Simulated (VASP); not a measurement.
Input of a VASP 6.6.1 run:

The input POSCAR:

```
MnS                                     
1.0
    0.0000000000      2.7133189571     -2.7133189571
    0.0000000000      2.7133189571      2.7133189571
    5.2312242459      0.0000000000     -0.0000000000
  Mn              S             
     2     2
Direct
     0.0000000000000000    0.0000000000000000    0.0000000000000000
     0.5000000000000000    0.5000000000000000    0.5000000000000000
     0.0000000000000000    0.5000000000000000    0.2500000000000000
     0.5000000000000000    0.0000000000000000    0.7500000000000000
```

INCAR.step1

```
SYSTEM = MnS
ALGO = Fast ; EDIFF = 1E-7
ENCUT = 700 ; GGA = PS
ISIF = 2 ; ISMEAR = 0
ISPIN = 2 ; LASPH = .TRUE.
LCHARG = .TRUE. ; LMAXMIX = 4
LORBIT = 11 ; LREAL = .FALSE.
LWAVE = .FALSE. ; MAGMOM = 5 -5 0 0
NBANDS = 31 ; NELM = 120
PREC = Accurate ; SIGMA = 0.02
```

The input KPOINTS.step1:

```
k-points
0
G
  8 8 6
  0 0 0
```

The input INCAR.step2:

```
SYSTEM = MnS
ALGO = Fast ; EDIFF = 1E-7
ENCUT = 700 ; GGA = PS
ICHARG = 11 ; ISIF = 2
ISMEAR = 0 ; ISPIN = 2
LASPH = .TRUE. ; LCHARG = .FALSE.
LMAXMIX = 4 ; LORBIT = 11
LREAL = .FALSE. ; LWAVE = .FALSE.
MAGMOM = 5 -5 0 0 ; NBANDS = 31
NELM = 120 ; PREC = Accurate
SIGMA = 0.05
```

KPOINTS.step2

```
path GXMGZRAZ,XR,MA
20
line-mode
reciprocal
 0.0000000000  0.0000000000  0.0000000000  G
 0.0000000000  0.5000000000  0.0000000000  X

 0.0000000000  0.5000000000  0.0000000000  X
 0.5000000000  0.5000000000  0.0000000000  M

 0.5000000000  0.5000000000  0.0000000000  M
 0.0000000000  0.0000000000  0.0000000000  G

 0.0000000000  0.0000000000  0.0000000000  G
 0.0000000000  0.0000000000  0.5000000000  Z

 0.0000000000  0.0000000000  0.5000000000  Z
 0.0000000000  0.5000000000  0.5000000000  R

 0.0000000000  0.5000000000  0.5000000000  R
 0.5000000000  0.5000000000  0.5000000000  A

 0.5000000000  0.5000000000  0.5000000000  A
 0.0000000000  0.0000000000  0.5000000000  Z

 0.0000000000  0.5000000000  0.0000000000  X
 0.0000000000  0.5000000000  0.5000000000  R

 0.5000000000  0.5000000000  0.0000000000  M
 0.5000000000  0.5000000000  0.5000000000  A
```

Potentials or basis: VASP PAW PBE potentials, release 64 (Mn_pv, S).

Run with:

```sh
$ cat potpaw_PBE.64/Mn_pv/POTCAR potpaw_PBE.64/S/POTCAR > POTCAR
$ cp INCAR.step1 INCAR
$ cp KPOINTS.step1 KPOINTS
$ mpirun -np 1 vasp_std > vasp.out
$ cp INCAR.step2 INCAR
$ cp KPOINTS.step2 KPOINTS
$ mpirun -np 1 vasp_std > vasp.out
```

Task: Predict the band gap along the path.

Result: 0.74 eV.

Task: Predict the band gap on the k mesh.

Result: 0.74 eV.

Caveat: the log is that of the step along the path at fixed density, whose energy, stress, charges and moments have no meaning.
